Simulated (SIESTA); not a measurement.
## Tc under changes of volume

One of the cells (14.297 Å³/atom); the others are scaled copies at fixed shape and fractional positions:

```
CELL_PARAMETERS angstrom
2.74000 0.00000 0.00000
-1.37000 2.37291 0.00000
0.00000 0.00000 4.39800
ATOMIC_POSITIONS crystal
Tc 0.66667 0.33333 0.75000
Tc 0.33333 0.66667 0.25000
```

```yaml
Program: SIESTA 5.4.2
Functional: LDA
Potentials_or_basis: PseudoDojo 0.4 standard (LDA files)
Basis: DZP (energy shift 0.003 Ry; two zetas on semicore shells)
Grid_cutoff: 800 Ry
Energy_shift: 0.003 Ry
k_mesh: 11 × 11 × 6
Occupations: fermi-dirac, width 0.05 eV
Spin: no spin polarisation
```

| volume (Å³/atom) | energy over the lowest point (meV/atom) | pressure (GPa) |
| --- | --- | --- |
| 13.440 | ? | ? |
| 13.726 | 4.54 | 6.2 |
| 14.011 | 0.00 | -0.9 |
| 14.297 | 7.42 | -7.4 |
| 14.583 | 25.60 | -12.9 |
| 14.869 | 53.49 | -18.0 |
| 15.155 | 89.97 | -22.7 |

Q: What does the run at 13.440 Å³/atom give?

A: Energy over the lowest point 22.64 meV/atom; pressure 14.1 GPa.

Worked out: A Birch-Murnaghan fit of order 3 (a polynomial in V^(-2/3)) to the other rows has its minimum at 13.97 Å³/atom with B0 = V·E''(V) = 333 GPa and B' = 4.4 at fixed shape and positions, which overstates the stiffness. It gives 22.50 meV/atom at 13.440 Å³/atom, against the run's 22.64, and -dE/dV = 14.1 GPa, against 14.1.

Energies are extrapolated to zero smearing.

Caveats: the basis of atomic orbitals isn't converged, which shifts pressures, moduli and gaps.
